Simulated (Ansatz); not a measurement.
Hf:

```
Hf
1.0
    -1.80500    1.80500    1.80500
     1.80500   -1.80500    1.80500
     1.80500    1.80500   -1.80500
Hf
1
Direct
  0.00000 0.00000 0.00000
```

This isn't the form of Hf at room conditions, which is hcp.

Base run:

* Program: Ansatz 0.2.0
* Functional: PBEsol
* Potentials or basis: all-electron LAPW, non-relativistic
* Cutoff: 209 eV (chosen from the basis error)
* Basis error allowed: 0.001 eV/atom
* k mesh: 10 × 10 × 10
* Occupations: fermi-dirac, width 0.05 eV
* Spin: no spin polarisation

Its results: pressure -6.6 GPa.

The run is repeated on the same cell with these changes: potentials or basis from all-electron LAPW, non-relativistic to all-electron LAPW, inner shells corrected to Dirac's equation. What comes out?

Pressure -9.0 GPa.

Caveats: relativity is left out, which matters for the heavier elements (some runs).
